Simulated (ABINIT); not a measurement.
Crystal: LiCl.

```
Cl Li
1.0
     0.00000    2.56477    2.56477
     2.56477    0.00000    2.56477
     2.56477    2.56477    0.00000
Cl Li
1 1
Cartesian
  2.5648 2.5648 2.5648
  0.0000 0.0000 0.0000
```

Program: ABINIT 10.8.3 (patched build). Alike in all runs: no spin polarisation; cell as given; k mesh 9 × 9 × 9; smearing fermi-dirac 0.05 eV.

Task: Order these runs on this cell by their band gap on the k mesh, lowest first.
A. level PBE; potentials or basis JTH PAW PBE v2.0; cutoff (eV) 680; fine-grid cutoff 1278.94 eV
B. level r2SCAN; potentials or basis JTH PAW LDA v2.0; cutoff (eV) 816; fine-grid cutoff 1414.99 eV
C. level LDA-PZ; potentials or basis JTH PAW LDA v2.0; cutoff (eV) 680; fine-grid cutoff 1278.94 eV

Result: C (5.98 eV), A (6.32 eV), B (7.22 eV).

Caveats: an odd mesh through Γ misses points on the zone boundary, where band edges often lie (some runs).
